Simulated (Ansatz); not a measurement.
Clamped-ion strain scan in LiH

The calculation used DFT PBE, scalar-relativistic, plane waves, PAW (Ansatz). Cutoff 420 eV, Γ-centred 10×10×10 k-points, Gaussian smearing of 0.05 eV. No spin polarisation. Energies are free energies at this smearing, counted from the undisturbed cell; pressure is positive in compression.

The starting cell (as given, not relaxed at this level; it stands at -1.5 GPa):

```
CELL_PARAMETERS angstrom
0.00000 2.03250 2.03250
2.03250 0.00000 2.03250
2.03250 2.03250 0.00000
ATOMIC_POSITIONS crystal
Li 0.00000 0.00000 0.00000
H 0.50000 0.50000 0.50000
```

The cell is strained by ε times the Voigt pattern (0, 0, 0, 0, 0, 1) (xx, yy, zz, yz, xz, xy; engineering shear) with fractional coordinates fixed.

| ε | ΔE (meV/atom) | stress summed along the pattern (GPa, tension positive) | pressure (GPa) | gap on the mesh (eV) |
| --- | --- | --- | --- | --- |
| -0.1000 | 12.1 | -4.71 | -1.4 | 2.94 |
| -0.0500 | 3.0 | -2.33 | ? | ? |
| 0.0000 | 0.0 | 0.00 | -1.5 | 3.02 |
| 0.0125 | 0.2 | 0.58 | -1.5 | 3.01 |
| 0.0250 | 0.7 | 1.16 | -1.5 | 3.01 |
| 0.0375 | 1.7 | 1.75 | -1.4 | 3.00 |
| 0.0625 | ? | 2.92 | ? | 2.99 |
| 0.0750 | 6.8 | 3.51 | -1.4 | 2.97 |
| 0.0875 | 9.2 | 4.11 | -1.4 | 2.96 |

By symmetry 0.1000 repeats -0.1000, -0.0750 repeats 0.0750, 0.0500 repeats -0.0500, -0.0250 repeats 0.0250 in energy, with the opposite slope along the path.

**Question.** Give the withheld values.

**Answer.** pressure (GPa) at ε = -0.0500: -1.4; gap on the mesh (eV) at ε = -0.0500: 3.00; ΔE (meV/atom) at ε = 0.0625: 4.7; pressure (GPa) at ε = 0.0625: -1.4.